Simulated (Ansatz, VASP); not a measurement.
**ZnS: VASP beside Ansatz**

```
Zn S
1.0
     3.76719    0.00000    0.00000
    -1.88359    3.26248    0.00000
     0.00000    0.00000    6.17855
Zn S
2 2
Direct
  0.33333 0.66667 0.00043
  0.66667 0.33333 0.50043
  0.33333 0.66667 0.37457
  0.66667 0.33333 0.87457
```

Change from the starting cell: equal strain along all axes, cell held, atoms relaxed: -2.0 %.

Alike in both runs: functional PBE; k mesh 12 × 12 × 4; occupations gaussian, width 0.02 eV; no spin polarisation.

Ansatz relaxed the structure, and its values are those at the end. VASP's run is a single point on that final structure, the one shown.

```csv
,VASP,Ansatz
version,VASP 6.6.1,Ansatz 0.2.0
potentials or method,"VASP PAW PBE potentials, release 64 (Zn, S)","scalar-relativistic, plane waves, PAW"
plane-wave cutoff (eV),520,420
valence electrons in the cell,36,36
```

|  | VASP | Ansatz | Ansatz less VASP |
| --- | --- | --- | --- |
| gap on the k mesh at the Fermi level (eV) | 2.36 | 2.35 | -0.007 |
| least direct gap on the mesh (eV) | 2.36 | 2.35 | -0.007 |
| pressure (GPa) | 5.0 | 4.9 | -0.18 |

The functional is the same, so the differences come from potentials, cutoffs and numerics. Ansatz warned: «stress_scf_threshold_loose».

A k mesh can miss the band edges.
